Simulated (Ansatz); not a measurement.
Computed with DFT PBE, scalar-relativistic, plane waves, PAW in Ansatz 0.2.0.

Settings: cutoff 420 eV, Γ-centred mesh 10×10×10 on the computed 4-atom cell, Gaussian smearing of 0.10 eV; no spin polarisation.

Structure with the computed forces (eV/Å) in the last three columns:

```xyz
4
Lattice="4.6185 0.0000 0.0000 0.0000 4.6185 0.0000 0.0000 0.0000 4.6185" Properties=species:S:1:pos:R:3:forces:R:3 pbc="T T T" pressure_GPa=-0.81
Li    4.0991    0.5195    2.8287    0.0700   -0.0700   -0.0700
Li    1.7898    1.7898    1.7898    0.0700    0.0700    0.0700
Li    0.5195    2.8287    4.0991   -0.0700   -0.0700    0.0700
Li    2.8287    4.0991    0.5195   -0.0700    0.0700   -0.0700
```

Stress tensor (GPa, compression positive):

```
-0.81  0.00  0.00
 0.00 -0.81  0.00
 0.00  0.00 -0.81
```

This form isn't the element's structure at ambient conditions.